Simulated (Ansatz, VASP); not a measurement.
# SiC in VASP and in Ansatz

```
Si C
1.0
     3.07600    0.00000    0.00000
    -1.53800    2.66389    0.00000
     0.00000    0.00000    5.04800
Si C
2 2
Cartesian
  0.0000 1.7759 0.0900
  1.5380 0.8880 2.4340
  0.0000 1.7759 1.9225
  1.5380 0.8880 4.4885
```

Change from the starting cell: mode 6 (566.1 1/cm) frozen in, largest displacement +0.090 Å.

Alike in both runs: task single point; functional r2SCAN; k mesh 12 × 12 × 6; occupations gaussian, width 0.05 eV; no spin polarisation.

|  | VASP | Ansatz |
| --- | --- | --- |
| version | VASP 6.6.1 | Ansatz 0.2.0 |
| potentials or method | VASP PAW PBE potentials, release 64 (Si, C) | scalar-relativistic, plane waves, PAW |
| plane-wave cutoff (eV) | 520 | 500 |
| valence electrons in the cell | 16 | 16 |

|  | VASP | Ansatz | Ansatz less VASP |
| --- | --- | --- | --- |
| gap on the k mesh at the Fermi level (eV) | 2.71 | 2.70 | -0.010 |
| least direct gap on the mesh (eV) | 4.26 | 4.25 | -0.011 |
| pressure (GPa) | 1.6 | 1.8 | +0.20 |
| largest component of the traceless stress (GPa) | 0.77 | 0.80 | +0.031 |
| rms of the force components (eV/Å) | 1.249 | 1.252 | +0.0036 |

Atom by atom the forces differ by 0.005 eV/Å (rms over components).

Caveats: the PAW data sets were made with another functional, which shifts forces and pressure a little (VASP). A k mesh can miss the band edges.
